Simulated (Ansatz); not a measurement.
Crystal: ZnSe (Stilleite).

```
Se Zn
1.0
     0.00000    2.83380    2.83380
     2.83380    0.00000    2.83380
     2.83380    2.83380    0.00000
Se Zn
1 1
Direct
  0.75000 0.75000 0.75000
  0.00000 0.00000 0.00000
```

- Program: Ansatz 0.2.0
- Task: relaxation of cell and atoms
- Functional: HF
- Potentials or basis: Ansatz PAW
- Cutoff: 420 eV (not typed: the program's choice for these potentials)
- k mesh: 4 × 4 × 4
- Occupations: fermi-dirac, width 0.05 eV
- Spin: no spin polarisation

At the start: volume 22.76 Å³/atom.

Q: How do energy, volume and symmetry change on relaxing?

A: It ends after 5 steps and the volume is 25.32 Å³/atom (+11.3 %); space group F-43m (No. 216, to 0.05 Å).

Step by step:
```
step  energy change (eV)  largest force (eV/Å)  volume (Å³)
   1              0.0000                0.0000        45.51
   2             -0.1029                0.0000        49.82
   3             -0.1044                0.0000        50.51
   4             -0.1044                0.0000        50.63
   5             -0.1112                0.0000        50.63
```

Final structure:
```
CELL_PARAMETERS angstrom
0.00000 2.93631 2.93631
2.93631 0.00000 2.93631
2.93631 2.93631 0.00000
ATOMIC_POSITIONS crystal
Se 0.75000 0.75000 0.75000
Zn 0.00000 0.00000 0.00000
```

Caveat: the k mesh is coarse (spacing up to 0.48 Å⁻¹), so the values aren't converged, least of all with exact exchange; the plane-wave basis is chosen anew once the cell has moved, so the energies of steps on either side of that aren't comparable; the volume moved by +11 % from the deposited cell, more than functionals usually miss; the PAW data sets come from PBE, with cores solved anew for the run's functional, which leaves a small shift of forces and pressure.
